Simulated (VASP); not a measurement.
# SnSe2 (P-3m1) in VASP: a series of runs

Runs on SnSe2. Level: PBE+D3(BJ). Tasks: single point.

All numbers are computed with VASP 6.6.1; they aren't measurements. Logs are shortened: lines on timing, memory, paths and dates and some standing lists are left out, and cuts for length are marked.

### 1 The structure

The structure is trigonal, space group P-3m1 (No. 164). The conventional cell has a = 3.811 Å, b = 3.811 Å, c = 6.137 Å, α = 90.00°, β = 90.00°, γ = 120.00°. Sn (site symmetry -3m) has 6 Se at 2.68 Å as nearest neighbours. Around Se (site symmetry 3m) lie 3 Sn at 2.68 Å.

### 2 Single point, PBE+D3(BJ)

INCAR

```
PREC = Accurate ; ENCUT = 520
EDIFF = 1E-7 ; ISMEAR = 0
SIGMA = 0.05 ; LREAL = False
LASPH = True ; NELM = 100
ALGO = Normal ; ISIF = 2
LWAVE = False ; LCHARG = False
GGA = PE ; IVDW = 12
NBANDS = 20
```

KPOINTS

```
regular mesh
0
Gamma
  9 9 6
```

POSCAR

```
SnSe2
1.0
    3.8109987816      0.0000000000      0.0000000000
   -1.9054993908      3.3004217586      0.0000000000
    0.0000000000      0.0000000000      6.1370000000
Sn Se
1 2
Direct
    0.0000000000      0.0000000000      0.0000000000
    0.3333333333      0.6666666667      0.2500000000
    0.6666666667      0.3333333333      0.7500000000
```

Potentials or basis: VASP PAW PBE potentials, release 64 (Sn_d, Se).

Started as:

```console
cat potpaw_PBE.64/Sn_d/POTCAR potpaw_PBE.64/Se/POTCAR > POTCAR
mpirun -np 1 vasp_std > vasp.out
```

OUTCAR:

```text
PREC = Accurate
   ENCUT = 520
   EDIFF = 1E-7
   ISMEAR = 0
   LREAL = False
   LASPH = True
   NELM = 100
   ISIF = 2
   GGA = PE
   IVDW = 12
 IVDW          = 12

 ion  position               nearest neighbor table
   1  0.000  0.000  0.000-   2 2.68   3 2.68   2 2.68   3 2.68   3 2.68   2 2.68
   2  0.333  0.667  0.250-   1 2.68   1 2.68   1 2.68
   3  0.667  0.333  0.750-   1 2.68   1 2.68   1 2.68

  LATTYP: Found a hexagonal cell.
 ALAT       =     3.8109987816
 C/A-ratio  =     1.6103390087

  Lattice vectors:

 A1 = (   3.8109987816,   0.0000000000,   0.0000000000)
 A2 = (  -1.9054993908,   3.3004217586,   0.0000000000)
 A3 = (   0.0000000000,   0.0000000000,   6.1370000000)

Analysis of symmetry for initial positions (statically):
=====================================================================
 Subroutine PRICEL returns:
 Original cell was already a primitive cell.

 Routine SETGRP: Setting up the symmetry group for a
 hexagonal supercell.

 Subroutine GETGRP returns: Found 12 space group operations
 (whereof 12 operations were pure point group operations)
 out of a pool of 24 trial point group operations.

The static configuration has the point symmetry D_3d.

Analysis of symmetry for dynamics (positions and initial velocities):
=====================================================================
 Subroutine PRICEL returns:
 Original cell was already a primitive cell.

 Routine SETGRP: Setting up the symmetry group for a
 hexagonal supercell.

 Subroutine GETGRP returns: Found 12 space group operations
 (whereof 12 operations were pure point group operations)
 out of a pool of 24 trial point group operations.

The dynamic configuration has the point symmetry D_3d.

 Subroutine INISYM returns: Found 12 space group operations
 (whereof 12 operations are pure point group operations),
 and found     1 'primitive' translations

----------------------------------------------------------------------------------------

                                     Primitive cell

  volume of cell :      77.1906

  direct lattice vectors                    reciprocal lattice vectors
     3.810998782  0.000000000  0.000000000     0.262398405  0.151495789  0.000000000
    -1.905499391  3.300421759  0.000000000     0.000000000  0.302991579  0.000000000
     0.000000000  0.000000000  6.137000000     0.000000000  0.000000000  0.162946065

  length of vectors
     3.810998782  3.810998782  6.137000000     0.302991579  0.302991579  0.162946065

  position of ions in fractional coordinates (direct lattice)
     0.000000000  0.000000000  0.000000000
     0.333333333  0.666666667  0.250000000
     0.666666667  0.333333333  0.750000000

  ion indices of the primitive-cell ions
   primitive index   ion index
                 1           1
                 2           2
                 3           3

----------------------------------------------------------------------------------------

 KPOINTS: regular mesh

Automatic generation of k-mesh.
 Grid dimensions read from file:
 generate k-points for:    9    9    6

 Generating k-lattice:

  Cartesian coordinates                     Fractional coordinates (reciprocal lattice)
     0.029155378  0.016832865  0.000000000     0.111111111 -0.000000000  0.000000000
     0.000000000  0.033665731  0.000000000     0.000000000  0.111111111  0.000000000
     0.000000000  0.000000000  0.027157677     0.000000000  0.000000000  0.166666667

  Length of vectors
     0.033665731  0.033665731  0.027157677

  Shift w.r.t. Gamma in fractional coordinates (k-lattice)
     0.000000000  0.000000000  0.000000000

 Subroutine IBZKPT returns following result:
 ===========================================

 Found     62 irreducible k-points:

 Following reciprocal coordinates:
            Coordinates               Weight
  0.000000  0.000000  0.000000      1.000000
  0.111111  0.000000  0.000000      6.000000
  0.222222  0.000000  0.000000      6.000000
  0.333333 -0.000000  0.000000      6.000000
  0.444444  0.000000  0.000000      6.000000
  0.111111  0.111111  0.000000      6.000000
[... 16 lines left out ...]
  0.222222  0.111111  0.166667     12.000000
 -0.111111  0.333333  0.166667     12.000000
 [... further k-points ...]
   k-points           NKPTS =     62   k-points in BZ     NKDIM =     62   number of bands    NBANDS=     20
   number of dos      NEDOS =    301   number of ions     NIONS =      3
   total plane-waves  NPLWV =  37632
   dimension x,y,z NGX =    28 NGY =   28 NGZ =   48
   dimension x,y,z NGXF=    56 NGYF=   56 NGZF=   96
   ions per type =               1   2
   NGX,Y,Z   is equivalent  to a cutoff of  12.21, 12.21, 13.00 a.u.
   NGXF,Y,Z  is equivalent  to a cutoff of  24.43, 24.43, 26.01 a.u.
 SYSTEM =  unknown system
   PREC   = accura    normal or accurate (medium, high low for compatibility)
   ISTART =      0    job   : 0-new  1-cont  2-samecut
   ICHARG =      2    charge: 1-file 2-atom 10-const
   ISPIN  =      1    spin polarized calculation?
   LNONCOLLINEAR =      F non collinear calculations
   LSORBIT =      F    spin-orbit coupling
   LASPH  =      T    aspherical Exc in radial PAW
   ENCUT  =  520.0 eV  38.22 Ry    6.18 a.u.   7.09  7.09 11.41*2*pi/ulx,y,z
   NELM   =    100;   NELMIN=  2; NELMDL= -5     # of ELM steps
   EDIFF  = 0.1E-06   stopping-criterion for ELM
   LREAL  =      F    real-space projection
   EDIFFG = 0.1E-05   stopping-criterion for IOM
   NSW    =      0    number of steps for IOM
   IBRION =     -1    ionic relax: 0-MD 1-quasi-New 2-CG
   NFREE  =      0    steps in history (QN), initial steepest desc. (CG)
   ISIF   =      2    stress and relaxation
   ISYM   =      2    0-nonsym 1-usesym 2-fastsym
   POTIM  = 0.5000    time-step for ionic-motion
   TEBEG  =    0.0;   TEEND  =   0.0 temperature during run
   PSTRESS=    0.0 pullay stress
   NELECT =      26.0000    total number of electrons
   NUPDOWN=      -1.0000    fix difference up-down
   EMIN   =  10.00;   EMAX   =-10.00  energy-range for DOS
   EFERMI =   0.00;   METHOD = LEGACY
   ISMEAR =     0;   SIGMA  =   0.05  broadening in eV -4-tet -1-fermi 0-gaus
   EFERMI_NEDOS =   21; number of points for ismear=-14 and -15
   IALGO  =     38    algorithm
   IMIX   =      4    mixing-type and parameters
     AMIX     =   0.40;   BMIX     =  1.00
     AMIX_MAG =   1.60;   BMIX_MAG =  1.00
  volume/ion in A,a.u.               =      25.73       173.64
  Fermi-wavevector in a.u.,A,eV,Ry     =   1.139054  2.152501 17.652812  1.297445
  Thomas-Fermi vector in A             =   2.275758
   LORBIT       =      0    0 simple, 1 ext, 2 COOP (PROOUT), +10 PAW based schemes
   GGA     = PE    functional components
   LHFCALC =     F    Hartree Fock is set to
   AEXX    =    0.0000 exact exchange contribution
   IVDW    =    12    specifies the selected vdW correction
   LEPSILON=     F    determine dielectric tensor
   LRPA    =     F    only Hartree local field effects (RPA)
 non-spin polarized calculation
 Gauss-broadening in eV      SIGMA  =   0.05
  energy-cutoff  :      520.00
  volume of cell :       77.19
 maximum number of plane-waves:      2109
   NGX = 15   NGY = 15   NGZ = 23

 number of electron      26.0000006 magnetization

 Free energy of the ion-electron system (eV)
  ---------------------------------------------------
  ext. energy  EPLUGINS =         0.00000000
  ---------------------------------------------------
  free energy    TOTEN  =       -11.75728142 eV

  energy without entropy =      -11.75728142  energy(sigma->0) =      -11.75728142

 E-fermi :   4.4484     XC(G=0):  -9.4590

 val. band max:        4.1891267959   @ k =   0.1111   0.1111   0.0000
 cond. band min:       4.8835950595   @ k =   0.0000   0.4444   0.3333
 fundamental gap:      0.6944682636
 Fermi energy:         4.4483628535

 k-point     1 :       0.0000    0.0000    0.0000
  band No.  band energies     occupation
      1     -17.0930      2.00000
      2     -17.0930      2.00000
      3     -17.0541      2.00000
      4     -17.0395      2.00000
      5     -17.0395      2.00000
      6      -9.8103      2.00000
[... 12 lines left out ...]
     19      13.1212      0.00000
     20      13.1212      0.00000

 k-point     2 :       0.1111    0.0000    0.0000
  band No.  band energies     occupation
      1     -17.0991      2.00000
      2     -17.0887      2.00000
      3     -17.0506      2.00000
      4     -17.0421      2.00000
      5     -17.0386      2.00000
      6      -9.6867      2.00000
[... 12 lines left out ...]
     19      12.6268      0.00000
     20      13.2609      0.00000

 k-point     3 :       0.2222    0.0000    0.0000
  band No.  band energies     occupation
      1     -17.1164      2.00000
      2     -17.0800      2.00000
      3     -17.0510      2.00000
      4     -17.0382      2.00000
      5     -17.0341      2.00000
      6      -9.3301      2.00000
[... 12 lines left out ...]
     19      12.2970      0.00000
     20      13.6155      0.00000

 k-point     4 :       0.3333   -0.0000    0.0000
  band No.  band energies     occupation
      1     -17.1372      2.00000
      2     -17.0746      2.00000
      3     -17.0576      2.00000
      4     -17.0260      2.00000
      5     -17.0245      2.00000
      6      -8.7989      2.00000
[... 12 lines left out ...]
     19      13.1271      0.00000
     20      13.9856      0.00000

 k-point     5 :       0.4444    0.0000    0.0000
  band No.  band energies     occupation
      1     -17.1512      2.00000
      2     -17.0732      2.00000
      3     -17.0618      2.00000
      4     -17.0179      2.00000
      5     -17.0160      2.00000
      6      -8.2661      2.00000
[... 12 lines left out ...]
     19      14.0371      0.00000
     20      14.7129      0.00000

 k-point     6 :       0.1111    0.1111    0.0000
  band No.  band energies     occupation
      1     -17.1091      2.00000
      2     -17.0843      2.00000
      3     -17.0462      2.00000
      4     -17.0453      2.00000
      5     -17.0346      2.00000
      6      -9.4461      2.00000
[... 12 lines left out ...]
     19      11.9421      0.00000
     20      13.6120      0.00000

 k-point     7 :       0.2222    0.1111    0.0000
  band No.  band energies     occupation
      1     -17.1255      2.00000
      2     -17.0806      2.00000
      3     -17.0519      2.00000
      4     -17.0376      2.00000
      5     -17.0244      2.00000
      6      -8.9977      2.00000
[... 12 lines left out ...]
     19      11.7482      0.00000
     20      14.1609      0.00000
[... 277 lines left out ...]
 k-point    20 :       0.4444    0.0000    0.1667
  band No.  band energies     occupation
      1     -17.1512      2.00000
      2     -17.0732      2.00000
      3     -17.0618      2.00000
      4     -17.0179      2.00000
      5     -17.0160      2.00000
      6      -8.2414      2.00000
[... 12 lines left out ...]
     19      14.1171      0.00000
     20      15.1971      0.00000

 k-point    21 :       0.0000    0.4444    0.1667
  band No.  band energies     occupation
      1     -17.1512      2.00000
      2     -17.0732      2.00000
      3     -17.0618      2.00000
      4     -17.0179      2.00000
      5     -17.0160      2.00000
      6      -8.2429      2.00000
[... 12 lines left out ...]
     19      13.4195      0.00000
     20      14.8181      0.00000

 k-point    22 :       0.1111    0.1111    0.1667
  band No.  band energies     occupation
      1     -17.1092      2.00000
      2     -17.0843      2.00000
      3     -17.0462      2.00000
      4     -17.0453      2.00000
      5     -17.0346      2.00000
      6      -9.4094      2.00000
[... 12 lines left out ...]
     19      12.2328      0.00000
     20      12.9775      0.00000

 k-point    23 :       0.2222    0.1111    0.1667
  band No.  band energies     occupation
      1     -17.1255      2.00000
      2     -17.0806      2.00000
      3     -17.0519      2.00000
      4     -17.0376      2.00000
      5     -17.0244      2.00000
      6      -8.9639      2.00000
[... 12 lines left out ...]
     19      12.1298      0.00000
     20      13.7691      0.00000

 k-point    24 :      -0.1111    0.3333    0.1667
  band No.  band energies     occupation
      1     -17.1255      2.00000
      2     -17.0806      2.00000
      3     -17.0519      2.00000
      4     -17.0376      2.00000
      5     -17.0244      2.00000
      6      -8.9635      2.00000
[... 12 lines left out ...]
     19      11.5978      0.00000
     20      13.5805      0.00000

 [... further k-points ...]

------------------------ aborting loop because EDIFF is reached ----------------------------------------

 Edisp (eV)   -1.08280

 E8    (eV) :    -0.4736

  FORCE on cell =-STRESS in cart. coord.  units (eV):
  Direction    XX          YY          ZZ          XY          YZ          ZX
  --------------------------------------------------------------------------------------
  -------------------------------------------------------------------------------------
  Total       1.24979     1.24979     1.88975    -0.00000     0.00000     0.00000
  in kB      25.94083    25.94083    39.22395    -0.00000     0.00000     0.00000
  external pressure =       30.37 kB  Pullay stress =        0.00 kB

 VOLUME and BASIS-vectors are now :
 -----------------------------------------------------------------------------
  energy-cutoff  :      520.00
  volume of cell :       77.19
      direct lattice vectors                 reciprocal lattice vectors
     3.810998782  0.000000000  0.000000000     0.262398405  0.151495789  0.000000000
    -1.905499391  3.300421759  0.000000000     0.000000000  0.302991579  0.000000000
     0.000000000  0.000000000  6.137000000     0.000000000  0.000000000  0.162946065

 POSITION                                       TOTAL-FORCE (eV/Angst)
 -----------------------------------------------------------------------------------
      0.00000      0.00000      0.00000         0.000000      0.000000      0.000000
     -0.00000      2.20028      1.53425         0.000000     -0.000000      0.747714
      1.90550      1.10014      4.60275        -0.000000      0.000000     -0.747714
 -----------------------------------------------------------------------------------
    total drift:                               -0.000000     -0.000000     -0.000000

  FREE ENERGIE OF THE ION-ELECTRON SYSTEM (eV)
  ---------------------------------------------------
  free  energy   TOTEN  =       -12.8400827983 eV

  energy  without entropy=      -12.8400827983  energy(sigma->0) =      -12.84008280
```

Wall time 47 s (1 thread of AMD EPYC 9R45 (Zen 5), shared host); peak memory 0.22 GiB.

Results:

* Free energy: -12.8401 eV
* Pressure: 3.0 GPa
* Largest force: 0.748 eV/Å
* Band gap on the k mesh: 0.69 eV, indirect (least direct gap 1.09 eV)
* Dispersion energy per atom: -0.361 eV

Forces on the atoms (eV/Å):
```
Sn   0.000  0.000  0.000
Se   0.000  0.000  0.748
Se   0.000  0.000 -0.748
```

Levels at points of the mesh, in eV from the valence-band top:
| k point | band 10 | band 11 | band 12 | band 13 | band 14 | band 15 | band 16 | band 17 |
| --- | --- | --- | --- | --- | --- | --- | --- | --- |
| (0.00, 0.00, 0.00) | -0.70 | -0.40 | -0.40 | -0.03 | 1.06 | 2.94 | 4.63 | 4.63 |
| (0.00, 0.00, 0.50) | -0.79 | -0.79 | -0.24 | -0.24 | 2.44 | 2.91 | 4.35 | 4.35 |

Caveat: spin-orbit coupling is left out, which moves the levels of the heavy elements; an odd mesh through Γ misses points on the zone boundary, where band edges often lie; the cell's inner coordinates are idealised or old, which leaves forces on the atoms.

### 3 Single point, PBE+D3(BJ)

INCAR

```
SYSTEM = SnSe2
PREC = Accurate
ENCUT = 520
EDIFF = 1E-7
ISMEAR = 0
SIGMA = 0.05
LREAL = .False.
LASPH = .True.
NELM = 100
ALGO = Fast
ISIF = 2
LWAVE = .False.
LCHARG = .False.
GGA = PE
IVDW = 12
NBANDS = 20
```

KPOINTS

```
regular mesh
0
Gamma
  9 9 6
  0 0 0
```

POSCAR is that of step 2.

Potentials or basis: VASP PAW PBE potentials, release 64 (Sn_d, Se).

Started as:

```console
cat potpaw_PBE.64/Sn_d/POTCAR potpaw_PBE.64/Se/POTCAR > POTCAR
mpirun -np 1 vasp_std > vasp.out
```

It took 57 s on 1 thread of AMD EPYC 9R45 (Zen 5), shared host; peak memory 0.22 GiB.

It converged, with:

```yaml
Free_energy: -12.8401 eV
Pressure: 3.1 GPa
Largest_force: 0.748 eV/Å
Band_gap_on_the_k_mesh: 0.69 eV, indirect (least direct gap 1.09 eV)
Dispersion_energy_per_atom: -0.361 eV
```

Forces on the atoms (eV/Å):
```
Sn   0.000  0.000  0.000
Se   0.000  0.000  0.748
Se   0.000  0.000 -0.748
```

Stress tensor (GPa, compression positive):
```
2.61 0.00 0.00
0.00 2.61 0.00
0.00 0.00 3.94
```

Levels at points of the mesh, in eV from the valence-band top:
```
           k point  band 11  band 12  band 13  band 14  band 15  band 16
(0.00, 0.00, 0.00)    -0.40    -0.40    -0.03     1.06     2.94     4.63
(0.00, 0.00, 0.50)    -0.79    -0.24    -0.24     2.44     2.91     4.35
```

Caveat: spin-orbit coupling is left out, which moves the levels of the heavy elements; an odd mesh through Γ misses points on the zone boundary, where band edges often lie; the cell's inner coordinates are idealised or old, which leaves forces on the atoms.
